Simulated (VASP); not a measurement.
BN, 2 atoms in the cell. The structure is cubic, space group F-43m (No. 216). Conventional cell: a = 3.626 Å, b = 3.626 Å, c = 3.626 Å, α = 90.00°, β = 90.00°, γ = 90.00°. Around B (site symmetry -43m) lie 4 N at 1.57 Å. N (site symmetry -43m) is surrounded by 4 B at 1.57 Å. 

| Item | Value |
| --- | --- |
| Program | VASP 6.6.1 |
| Task | relaxation of cell and atoms |
| Functional | PBE |
| Potentials or basis | VASP PAW PBE potentials, release 64 (B, N) |
| Cutoff | 520 eV |
| k mesh | 14 × 14 × 14 |
| Occupations | gaussian, width 0.02 eV |
| Spin | no spin polarisation |
| Further INCAR settings | ALGO = Normal; EDIFF = 1e-07; IBRION = 2; EDIFFG = -0.002; NSW = 80; ISIF = 3 |

Potentials or basis: VASP PAW PBE potentials, release 64 (B, N).

Run with:

```console
$ cat potpaw_PBE.64/B/POTCAR potpaw_PBE.64/N/POTCAR > POTCAR
$ mpirun -np 1 vasp_std > vasp.out
```

Hardware: 1 thread of Intel(R) Xeon(R) 6975P-C (Granite Rapids) (shared host).

Q: Estimate the wall time of this run.

A: Run time: 21 s on 1 thread of Intel(R) Xeon(R) 6975P-C (Granite Rapids) (shared host), peak memory 0.12 GiB. Counts: scf iterations 59, k points 104, ion steps 16.
